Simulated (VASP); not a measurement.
The system is MnO.

```xyz
2
Lattice="2.9695 0.0000 0.0000 -1.4847 2.5717 0.0000 0.0000 0.0000 2.8981" Properties=species:S:1:pos:R:3 pbc="T T T"
Mn    0.0000    0.0000    0.0000
O     1.4847    0.8572    1.4490
```

Measurements of this composition are mostly on another form, of space group No. 225.

Base run:

| Property | Result |
| --- | --- |
| Program | VASP 6.6.1 |
| Functional | PBE |
| Potentials or basis | VASP PAW PBE potentials, release 64 (Mn_pv, O) |
| Cutoff | 520 eV |
| k mesh | 7 × 7 × 7 |
| Occupations | gaussian, width 0.05 eV |
| Spin | collinear spin, ferromagnetic start |
| Starting moments | [4.0, 0.0] μB |
| Fixed moment | 4 μB |
| Hubbard terms | Mn d U = 6 eV |

Its results: pressure -1.6 GPa; net moment 4.00 μB per cell; site moments Mn +4.17; O -0.18 μB.

Problem. The run is repeated on the same cell with these changes: fixed moment from 4 μB to none; further incar settings from ALGO = Fast; EDIFF = 1e-06; NBANDS = 20 to ALGO = Normal; EDIFF = 1e-06. What comes out?

Solution. Pressure 7.9 GPa; net moment 5.00 μB per cell; site moments Mn +4.67; O +0.11 μB.

Caveats: a cell with one magnetic atom can't hold antiferromagnetic order, which such compounds often take; the total moment is fixed, so each spin has its own Fermi level (some runs).
